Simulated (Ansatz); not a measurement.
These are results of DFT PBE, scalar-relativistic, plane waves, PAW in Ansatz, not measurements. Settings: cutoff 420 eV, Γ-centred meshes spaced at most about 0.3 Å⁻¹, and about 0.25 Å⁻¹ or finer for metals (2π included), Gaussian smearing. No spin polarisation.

Each guess is relaxed in cell and atoms at zero pressure, on a coarse mesh first where it starts far from rest and then on a converged one. The steps can't lower the symmetry of the start, but it can rise. Energies are static (0 K, no zero-point motion).

Two unrelaxed guesses for SnSe₅:

A.

```cif
data_structure
_symmetry_space_group_name_H-M 'P6/mmm'
_symmetry_Int_Tables_number 191
_cell_length_a 5.1918
_cell_length_b 5.1918
_cell_length_c 7.2114
_cell_angle_alpha 90.000
_cell_angle_beta 90.000
_cell_angle_gamma 120.000
_cell_volume 168.34
loop_
_atom_site_label
_atom_site_type_symbol
_atom_site_symmetry_multiplicity
_atom_site_Wyckoff_symbol
_atom_site_fract_x
_atom_site_fract_y
_atom_site_fract_z
_atom_site_occupancy
Sn1 Sn 1 a 0.00000 0.00000 0.00000 1
Se1 Se 4 h 0.33333 0.66667 0.17886 1
Se2 Se 1 b 0.00000 0.00000 0.50000 1
```

B.

```cif
data_structure
_symmetry_space_group_name_H-M 'F-43m'
_symmetry_Int_Tables_number 216
_cell_length_a 8.7981
_cell_length_b 8.7981
_cell_length_c 8.7981
_cell_angle_alpha 90.000
_cell_angle_beta 90.000
_cell_angle_gamma 90.000
_cell_volume 681.03
loop_
_atom_site_label
_atom_site_type_symbol
_atom_site_symmetry_multiplicity
_atom_site_Wyckoff_symbol
_atom_site_fract_x
_atom_site_fract_y
_atom_site_fract_z
_atom_site_occupancy
Sn1 Sn 4 a 0.00000 0.00000 0.00000 1
Se1 Se 16 e 0.62500 0.12500 0.12500 1
Se2 Se 4 c 0.25000 0.25000 0.25000 1
```

Question: Which guess leads to the lower structure, and by how much?

Answer: A ends lower, by 0.32 eV/atom. A: P6/mmm at 28.1 Å³/atom → P6/mmm at 26.1 Å³/atom; B: F-43m at 28.4 Å³/atom → F-43m at 22.9 Å³/atom. Counting Se atoms around Sn (those within 1.25 times the shortest such distance or 1.15 times the sum of covalent radii, 1.27 where that leaves under three; a plus sign parts nearer from farther groups; the shortest distance is added where it exceeds 1.18 times the sum of covalent radii), the end of A has Sn 2+12 and the end of B has Sn 16 from 3.4 Å. The end of A holds Se–Se pairs (shortest 2.26 Å); in the end of B the shortest Se–Se distance is 2.84 Å, near bonding range too. End of A. Conventional cell: a = 5.604 Å, c = 5.746 Å. Sn is surrounded by 2 Se at 2.87 Å and 12 Se at 3.43 Å; Se on a site of symmetry 3m has 1 Se at 2.26 Å, 3 Se at 3.24 Å, 3 Sn at 3.43 Å, 1 Se at 3.49 Å and 3 Se at 3.68 Å; Se on a site of symmetry 6/mmm is surrounded by 2 Sn at 2.87 Å and 12 Se at 3.68 Å. End of B. Conventional cell: a = 8.192 Å. Sn is surrounded by 16 Se at 3.40–3.55 Å; Se on a site of symmetry 3m has 6 Se at 2.84–2.95 Å, 3 Se at 3.39 Å and 3 Sn at 3.40 Å; Se on a site of symmetry -43m has 12 Se at 3.39 Å and 4 Sn at 3.55 Å.

Ends held by symmetry can be saddle points. Neither end is the lowest form computed: that has space group P-6m2 (No. 187) and lies 40 meV/atom below the better end. Even the lowest of the cells shown lies +0.20 eV/atom against the elements. Some types were kept out of the candidates beforehand, so the set may lack a known form.
